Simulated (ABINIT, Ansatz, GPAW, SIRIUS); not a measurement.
## One calculation of Ge, 5 ways

```xyz
2
Lattice="1.4881 -2.5947 0.0000 1.4881 2.5947 0.0000 0.0000 0.0000 4.7276" Properties=species:S:1:pos:R:3 pbc="T T T"
Ge    1.4881    0.8643    1.1819
Ge    1.4881   -0.8643    3.5457
```

This isn't the form of Ge at room conditions, which is diamond.

Alike in all runs: task single point; functional PBEsol; k mesh 10 × 10 × 6; occupations fermi-dirac, width 0.05 eV; no spin polarisation; no spin-orbit coupling. A missing gap at this level doesn't show that the real crystal is a metal. Pressure is positive in compression and, in plane waves, holds the error of the finite cutoff, which Ansatz's Pulay term estimates and takes out.

```csv
program and potentials,plane-wave cutoff (eV),notes,band gap (eV),pressure (GPa)
"Ansatz, Ansatz PAW",420,"potentials made for PBE, which Ansatz adapts in part; 14 valence electrons an atom on average",?,?
"Ansatz, all-electron LAPW, scalar-relativistic",-,-,no gap,0.54
"SIRIUS, PseudoDojo 0.4.1 PBEsol standard (scalar relativistic)",1078,14 valence electrons an atom on average,no gap,0.55
"ABINIT, PseudoDojo NC SR PBEsol v0.4.1 standard",1061,14 valence electrons an atom on average,no gap,0.52
"GPAW, PAW data sets generated for this functional",600,4 valence electrons an atom on average,no gap,0.18
```

Problem. Estimate from the other rows what the run with Ansatz, Ansatz PAW gave.

Solution. No band gap; pressure 0.50 GPa. Its pressure holds a Pulay term of +0.04 GPa. The other rows, which needn't bracket it: pressure 0.18 to 0.55.
